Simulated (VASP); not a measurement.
# CdS (F-43m) in VASP: further runs, part 3 of 3

VASP 6.6.1. The steps go on from the part before.

**5. Relaxation of cell and atoms, r2SCAN**

File POSCAR:

```
CdS
1.0
    0.0000000000      2.9429534649      2.9429534649
    2.9429534649      0.0000000000      2.9429534649
    2.9429534649      2.9429534649      0.0000000000
Cd S
1 1
Direct
    0.0000000000      0.0000000000      0.0000000000
    0.2500000000      0.2500000000      0.2500000000
```

File INCAR.step1:

```
SYSTEM = CdS
PREC = Accurate
ENCUT = 600
ISMEAR = 0
SIGMA = 0.02
LREAL = .FALSE.
LASPH = .TRUE.
NELM = 100
GGA = PE
ALGO = Normal
EDIFF = 1E-4
LWAVE = .TRUE.
LCHARG = .FALSE.
```

File INCAR.step2:

```
SYSTEM = CdS
PREC = Accurate
ENCUT = 600
EDIFF = 1E-6
ISMEAR = 0
SIGMA = 0.02
LREAL = .FALSE.
LASPH = .TRUE.
NELM = 100
ALGO = Normal
ISIF = 3
LWAVE = .FALSE.
LCHARG = .FALSE.
METAGGA = R2SCAN
LMIXTAU = .TRUE.
IBRION = 2
NSW = 100
EDIFFG = -0.01
ISTART = 1
```

File KPOINTS:

```
regular mesh
0
G
  8 8 8
  0 0 0
```

Potentials or basis: VASP PAW PBE potentials, release 64 (Cd, S).

Launch:

```bash
cat potpaw_PBE.64/Cd/POTCAR potpaw_PBE.64/S/POTCAR > POTCAR
cp INCAR.step1 INCAR
mpirun -np 1 vasp_std > vasp.out
cp INCAR.step2 INCAR
mpirun -np 1 vasp_std > vasp.out
```

OUTCAR:

```text
SYSTEM = CdS
   PREC = Accurate
   ENCUT = 600
   EDIFF = 1E-6
   ISMEAR = 0
   LREAL = .FALSE.
   LASPH = .TRUE.
   NELM = 100
   ISIF = 3
   METAGGA = R2SCAN
   IBRION = 2
   NSW = 100
   EDIFFG = -0.01
   ISTART = 1

 ion  position               nearest neighbor table
   1  0.000  0.000  0.000-   2 2.55   2 2.55   2 2.55   2 2.55
   2  0.250  0.250  0.250-   1 2.55   1 2.55   1 2.55   1 2.55

  LATTYP: Found a face centered cubic cell.
 ALAT       =     5.8859069298

  Lattice vectors:

 A1 = (   0.0000000000,   2.9429534649,   2.9429534649)
 A2 = (   2.9429534649,   0.0000000000,   2.9429534649)
 A3 = (   2.9429534649,   2.9429534649,   0.0000000000)

Analysis of symmetry for initial positions (statically):
=====================================================================
 Subroutine PRICEL returns:
 Original cell was already a primitive cell.

 Routine SETGRP: Setting up the symmetry group for a
 face centered cubic supercell.

 Subroutine GETGRP returns: Found 24 space group operations
 (whereof 24 operations were pure point group operations)
 out of a pool of 48 trial point group operations.

The static configuration has the point symmetry T_d .

Analysis of symmetry for dynamics (positions and initial velocities):
=====================================================================
 Subroutine PRICEL returns:
 Original cell was already a primitive cell.

 Routine SETGRP: Setting up the symmetry group for a
 face centered cubic supercell.

 Subroutine GETGRP returns: Found 24 space group operations
 (whereof 24 operations were pure point group operations)
 out of a pool of 48 trial point group operations.

The dynamic configuration has the point symmetry T_d .

 Subroutine INISYM returns: Found 24 space group operations
 (whereof 24 operations are pure point group operations),
 and found     1 'primitive' translations

----------------------------------------------------------------------------------------

                                     Primitive cell

  volume of cell :      50.9777

  direct lattice vectors                    reciprocal lattice vectors
     0.000000000  2.942953465  2.942953465    -0.169897352  0.169897352  0.169897352
     2.942953465  0.000000000  2.942953465     0.169897352 -0.169897352  0.169897352
     2.942953465  2.942953465  0.000000000     0.169897352  0.169897352 -0.169897352

  length of vectors
     4.161964703  4.161964703  4.161964703     0.294270845  0.294270845  0.294270845

  position of ions in fractional coordinates (direct lattice)
     0.000000000  0.000000000  0.000000000
     0.250000000  0.250000000  0.250000000

  ion indices of the primitive-cell ions
   primitive index   ion index
                 1           1
                 2           2

----------------------------------------------------------------------------------------

 KPOINTS: regular mesh

Automatic generation of k-mesh.
 Grid dimensions read from file:
 generate k-points for:    8    8    8

 Generating k-lattice:

[... 44 lines left out ...]
   number of dos      NEDOS =    301   number of ions     NIONS =      2
   total plane-waves  NPLWV =  46656
   dimension x,y,z NGX =    36 NGY =   36 NGZ =   36
   dimension x,y,z NGXF=    72 NGYF=   72 NGZF=   72
   ions per type =               1   1
   NGX,Y,Z   is equivalent  to a cutoff of  14.38, 14.38, 14.38 a.u.
   NGXF,Y,Z  is equivalent  to a cutoff of  28.76, 28.76, 28.76 a.u.
 SYSTEM =  CdS
   PREC   = accura    normal or accurate (medium, high low for compatibility)
   ISTART =      1    job   : 0-new  1-cont  2-samecut
   ICHARG =      0    charge: 1-file 2-atom 10-const
   ISPIN  =      1    spin polarized calculation?
   LNONCOLLINEAR =      F non collinear calculations
   LSORBIT =      F    spin-orbit coupling
   LASPH  =      T    aspherical Exc in radial PAW
   ENCUT  =  600.0 eV  44.10 Ry    6.64 a.u.   8.31  8.31  8.31*2*pi/ulx,y,z
   NELM   =    100;   NELMIN=  2; NELMDL=  0     # of ELM steps
   EDIFF  = 0.1E-05   stopping-criterion for ELM
   LREAL  =      F    real-space projection
   EDIFFG = -.1E-01   stopping-criterion for IOM
   NSW    =    100    number of steps for IOM
   IBRION =      2    ionic relax: 0-MD 1-quasi-New 2-CG
   NFREE  =      1    steps in history (QN), initial steepest desc. (CG)
   ISIF   =      3    stress and relaxation
   ISYM   =      2    0-nonsym 1-usesym 2-fastsym
   POTIM  = 0.5000    time-step for ionic-motion
   TEBEG  =    0.0;   TEEND  =   0.0 temperature during run
   PSTRESS=    0.0 pullay stress
   NELECT =      18.0000    total number of electrons
   NUPDOWN=      -1.0000    fix difference up-down
   EMIN   =  10.00;   EMAX   =-10.00  energy-range for DOS
   EFERMI =   0.00;   METHOD = LEGACY
   ISMEAR =     0;   SIGMA  =   0.02  broadening in eV -4-tet -1-fermi 0-gaus
   EFERMI_NEDOS =   21; number of points for ismear=-14 and -15
   IALGO  =     38    algorithm
   IMIX   =      4    mixing-type and parameters
     AMIX     =   0.40;   BMIX     =  1.00
     AMIX_MAG =   1.60;   BMIX_MAG =  1.00
  volume/ion in A,a.u.               =      25.49       172.01
  Fermi-wavevector in a.u.,A,eV,Ry     =   1.157104  2.186609 18.216690  1.338889
  Thomas-Fermi vector in A             =   2.293718
   LORBIT       =      0    0 simple, 1 ext, 2 COOP (PROOUT), +10 PAW based schemes
   METAGGA = R2SCAN    functional components
   LHFCALC =     F    Hartree Fock is set to
   AEXX    =    0.0000 exact exchange contribution
   IVDW    =     0    specifies the selected vdW correction
   LEPSILON=     F    determine dielectric tensor
   LRPA    =     F    only Hartree local field effects (RPA)
 conjugate gradient relaxation of ions
 non-spin polarized calculation
 Gauss-broadening in eV      SIGMA  =   0.02
  energy-cutoff  :      600.00
  volume of cell :       50.98
 maximum number of plane-waves:      1727
 NGX is ok and might be reduce to    36
   NGX = 17   NGY = 17   NGZ = 17

 number of electron      17.9999999 magnetization

 Free energy of the ion-electron system (eV)
  ---------------------------------------------------
  ext. energy  EPLUGINS =         0.00000000
  ---------------------------------------------------
  free energy    TOTEN  =       -29.68637489 eV

  energy without entropy =      -29.68637489  energy(sigma->0) =      -29.68637489

 E-fermi :   0.9621     XC(G=0):  -9.6003

 val. band max:        0.8205584186   @ k =   0.0000   0.0000   0.0000
 cond. band min:       2.3498292283   @ k =   0.0000   0.0000   0.0000
 fundamental gap:      1.5292708097
 Fermi energy:         0.9621342260

 k-point     1 :       0.0000    0.0000    0.0000
  band No.  band energies     occupation
      1     -11.8874      2.00000
      2      -7.0532      2.00000
      3      -7.0532      2.00000
      4      -7.0532      2.00000
      5      -6.5782      2.00000
      6      -6.5782      2.00000
      7       0.8206      2.00000
      8       0.8206      2.00000
      9       0.8206      2.00000
     10       2.3498      0.00000
     11       7.9001      0.00000
     12       7.9001      0.00000
     13       7.9001      0.00000
[... 354 lines left out ...]
  band No.  band energies     occupation
      1     -11.4221      2.00000
      2      -6.8875      2.00000
      3      -6.8544      2.00000
      4      -6.6013      2.00000
      5      -6.5527      2.00000
      6      -6.1082      2.00000
      7      -3.1864      2.00000
      8      -1.0579      2.00000
      9      -0.3637      2.00000
     10       5.6099      0.00000
     11       6.9826      0.00000
     12       8.5038      0.00000
     13       9.6444      0.00000

 [... further k-points ...]

------------------------ aborting loop because EDIFF is reached ----------------------------------------

  FORCE on cell =-STRESS in cart. coord.  units (eV):
  Direction    XX          YY          ZZ          XY          YZ          ZX
  --------------------------------------------------------------------------------------
  -------------------------------------------------------------------------------------
  Total        0.0041968      0.0041968      0.0041968      0.0000000      0.0000000     -0.0000000
  in kB        0.1319001      0.1319001      0.1319001      0.0000000      0.0000000     -0.0000000
  external PRESSURE =       0.1319001 kB  Pullay stress =       0.0000000 kB

 VOLUME and BASIS-vectors are now :
 -----------------------------------------------------------------------------
  energy-cutoff  :      600.00
  volume of cell :       50.98
      direct lattice vectors                 reciprocal lattice vectors
     0.000000000  2.942953465  2.942953465    -0.169897352  0.169897352  0.169897352
     2.942953465  0.000000000  2.942953465     0.169897352 -0.169897352  0.169897352
     2.942953465  2.942953465  0.000000000     0.169897352  0.169897352 -0.169897352

 POSITION                                       TOTAL-FORCE (eV/Angst)
 -----------------------------------------------------------------------------------
      0.00000      0.00000      0.00000         0.000000      0.000000      0.000000
      1.47148      1.47148      1.47148        -0.000000     -0.000000     -0.000000
 -----------------------------------------------------------------------------------
    total drift:                                0.000000      0.000000      0.000000

  FREE ENERGIE OF THE ION-ELECTRON SYSTEM (eV)
  ---------------------------------------------------
  free  energy   TOTEN  =       -29.6863748940 eV

  energy  without entropy=      -29.6863748940  energy(sigma->0) =      -29.68637489

 reached required accuracy - stopping structural energy minimisation
```

OSZICAR.step1:

```text
N       E                     dE             d eps       ncg     rms          rms(c)
DAV:   1     0.115888181791E+03    0.11589E+03   -0.10057E+04   770   0.142E+03
DAV:   2    -0.138461813338E+01   -0.11727E+03   -0.11111E+03   869   0.307E+02
DAV:   3    -0.664821914393E+01   -0.52636E+01   -0.52479E+01   894   0.667E+01
DAV:   4    -0.668938562265E+01   -0.41166E-01   -0.41160E-01   849   0.591E+00
DAV:   5    -0.669000601570E+01   -0.62039E-03   -0.62039E-03   899   0.698E-01    0.765E+00
DAV:   6    -0.615869039788E+01    0.53132E+00   -0.10588E+00  1057   0.140E+01    0.614E+00
DAV:   7    -0.614082946530E+01    0.17861E-01   -0.20721E-01   789   0.366E+00    0.311E+00
DAV:   8    -0.614107516266E+01   -0.24570E-03   -0.19969E-02   794   0.215E+00    0.287E-01
DAV:   9    -0.614086931933E+01    0.20584E-03   -0.28049E-03   864   0.880E-01    0.740E-02
DAV:  10    -0.614102591552E+01   -0.15660E-03   -0.30587E-04   774   0.185E-01    0.813E-02
DAV:  11    -0.614111184871E+01   -0.85933E-04   -0.13772E-04   643   0.136E-01
   1 F= -.61411118E+01 E0= -.61411118E+01  d E =-.143534E-24
```

Wall time 42 s (1 thread of Intel Xeon 6975P-C (Granite Rapids), shared host); peak memory 0.22 GiB.

Results:

```
Free energy             : -29.6864 eV
Pressure after relaxing : 0.0 GPa
Band gap on the k mesh  : 1.53 eV, direct
```

Final structure:
```cif
data_structure
_symmetry_space_group_name_H-M 'P 1'
_symmetry_Int_Tables_number 1
_cell_length_a 4.1620
_cell_length_b 4.1620
_cell_length_c 4.1620
_cell_angle_alpha 60.000
_cell_angle_beta 60.000
_cell_angle_gamma 60.000
_cell_volume 50.98
loop_
_atom_site_label
_atom_site_type_symbol
_atom_site_fract_x
_atom_site_fract_y
_atom_site_fract_z
_atom_site_occupancy
Cd1 Cd 0.00000 0.00000 0.00000 1
S1 S 0.25000 0.25000 0.25000 1
```

Caveat: the relaxation stopped at its first step, so nothing moved; the PAW data sets were made with another functional, which shifts forces and pressure a little. r2SCAN opens gaps a little over a GGA but as a rule still falls short of measured ones.

**6. Overview**

```csv
task,cell,k mesh,cutoff (eV),smearing,gap on the mesh (eV),pressure (GPa)
single point,"F-43m, 25.49 Å³/atom",6 × 6 × 6,520,gaussian 0.1 eV,1.53,0.1
single point,"P6_3mc, 25.51 Å³/atom",6 × 6 × 4,520,gaussian 0.1 eV,1.61,0.0
single point,"F-43m, 25.38 Å³/atom",8 × 8 × 8,520,gaussian 0.02 eV,1.54,0.3
relaxation of cell and atoms,relaxed,8 × 8 × 8,600,gaussian 0.02 eV,1.53,0.0
```

Alike in all rows: level r2SCAN; potentials or basis VASP PAW PBE potentials, release 64 (Cd, S); no spin polarisation.

On the cell as given the gap runs from 1.53 eV (r2SCAN) to 1.61 eV (r2SCAN); the meshes differ, which moves gaps too.

Caveats: the PAW data sets were made with another functional, which shifts forces and pressure a little; the relaxation stopped at its first step, so nothing moved (some runs).

Absolute energies hang on the potentials; compare differences alone.

**7. Comparison with measurements**

Step 3. A measured gap of CdS is 2.5809 eV (quoted in “Isotope dependence of band-gap energy”, 2008, arxiv:0807.2152); the calculated 1.61 eV misses it by -0.97 eV. Spin-orbit coupling on Cd is left out. The value is that of r2SCAN, without temperature or zero-point motion. The cell is a database's relaxed one, not the measured one, which moves gaps too.
